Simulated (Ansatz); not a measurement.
# Al: the cost of one run

All numbers below are computed with Ansatz 0.2.0 (DFT PBE+D3(BJ), plane waves, PAW, scalar-relativistic, no spin polarisation).

## Step 1: Starting point

The cell holds 12 atoms (Al12): a = 5.728 Å, b = 5.728 Å, c = 16.677 Å, α = 90.00°, β = 90.00°, γ = 60.00°.

As a file:

```xyz
12
Lattice="5.7276 0.0000 0.0000 2.8638 4.9602 0.0000 0.0000 0.0000 16.6765" Properties=species:S:1:pos:R:3 pbc="T T T"
Al    1.4319    0.8267    1.0000
Al    4.2957    0.8267    1.0000
Al    2.8638    3.3068    1.0000
Al    5.7276    3.3068    1.0000
Al    0.0000    1.6534    3.3383
Al    2.8638    1.6534    3.3383
Al    1.4319    4.1335    3.3383
Al    4.2957    4.1335    3.3383
Al    0.0000    0.0000    5.6765
Al    2.8638    0.0000    5.6765
Al    1.4319    2.4801    5.6765
Al    4.2957    2.4801    5.6765
```

## Step 2: Preparing the start

input.yaml reads:

```yaml
accuracy: low
crystal:
  lattice:
    - [5.727565, 0.0, 0.0]
    - [2.863782, 4.960217, 0.0]
    - [0.0, 0.0, 16.676537]
  atoms:
    - { symbol: Al, position: [0.1666667, 0.1666667, 0.0599645] }
    - { symbol: Al, position: [0.6666667, 0.1666667, 0.0599645] }
    - { symbol: Al, position: [0.1666667, 0.6666667, 0.0599645] }
    - { symbol: Al, position: [0.6666667, 0.6666667, 0.0599645] }
    - { symbol: Al, position: [-0.1666667, 0.3333333, 0.2001776] }
    - { symbol: Al, position: [0.3333333, 0.3333333, 0.2001776] }
    - { symbol: Al, position: [-0.1666667, 0.8333333, 0.2001776] }
    - { symbol: Al, position: [0.3333333, 0.8333333, 0.2001776] }
    - { symbol: Al, position: [0.0, 0.0, 0.3403906] }
    - { symbol: Al, position: [0.5, 0.0, 0.3403906] }
    - { symbol: Al, position: [0.0, 0.5, 0.3403906] }
    - { symbol: Al, position: [0.5, 0.5, 0.3403906] }
basis:
  ecutwfc: 420.0
kpoints:
  mp_grid: { grid: [2, 2, 1] }
hamiltonian:
  xc: pbe
  dispersion: d3bj
scf:
  occupations: { method: fermi_dirac, width: 0.1 }
  lower_state_search: "off"
relax:
  f_tol: 0.08
  max_steps: 25
  adjacent_minimum: "off"
  constraints: [{ sites: [0, 1, 2, 3] }]
```

Command:

```sh
$ ansatz run input.yaml --threads 1 --pin off --max-ram 3072MiB --backend cpu --events-out ev --progress --plain --runs-dir out
```

Q: Estimate wall time and peak memory on 1 thread of Arm Neoverse V2, shared host.

About 2.9 s, with a peak of 0.49 GiB.
